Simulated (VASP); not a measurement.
**ZnSe (zincblende): one LDA single-point calculation in two programs**

```cif
data_structure
_symmetry_space_group_name_H-M 'P 1'
_symmetry_Int_Tables_number 1
_cell_length_a 4.0056
_cell_length_b 4.0056
_cell_length_c 4.0056
_cell_angle_alpha 60.000
_cell_angle_beta 60.000
_cell_angle_gamma 60.000
_cell_volume 45.45
loop_
_atom_site_label
_atom_site_type_symbol
_atom_site_fract_x
_atom_site_fract_y
_atom_site_fract_z
_atom_site_occupancy
Zn1 Zn 0.00000 0.00000 0.00000 1
Se1 Se 0.25000 0.25000 0.25000 1
```

Datasets and cutoffs are each program's own. VASP's cell holds 18 valence electrons and Ansatz's 28. LDA means the Perdew–Zunger form with relativistic exchange in VASP and the Perdew–Wang form in Ansatz. Ansatz's stress includes a Pulay correction; VASP's doesn't.

Cutoffs: 520 eV in VASP, 420 eV in Ansatz. k meshes: 8×8×8 and 8×8×8.

```csv
,VASP,Ansatz
gap between bands v and c,1.07 eV,1.04 eV
least direct gap,1.07 eV,1.04 eV
pressure,-3.0 GPa,-3.3 GPa
```

Band v is the last that the valence electrons fill when counted band by band, and c is the next. Levels in eV from the top of v, Ansatz:

| point | v−1 | v | c | c+1 |
| --- | --- | --- | --- | --- |
| Γ | 0.00 | 0.00 | 1.04 | 5.72 |
| X | -2.21 | -2.21 | 2.81 | 3.33 |
| W | -2.80 | -2.70 | 5.35 | 5.45 |
| K | -3.13 | -1.81 | 3.43 | 5.48 |
| L | -0.88 | -0.88 | 2.36 | 6.30 |

VASP:

| point | v−1 | v | c | c+1 |
| --- | --- | --- | --- | --- |
| Γ | 0.00 | 0.00 | 1.07 | 5.70 |
| X | -2.21 | -2.21 | 2.80 | 3.33 |
| W | -2.81 | -2.71 | 5.34 | 5.47 |
| K | -3.14 | -1.81 | 3.43 | 5.48 |
| L | -0.88 | -0.88 | 2.37 | 6.28 |
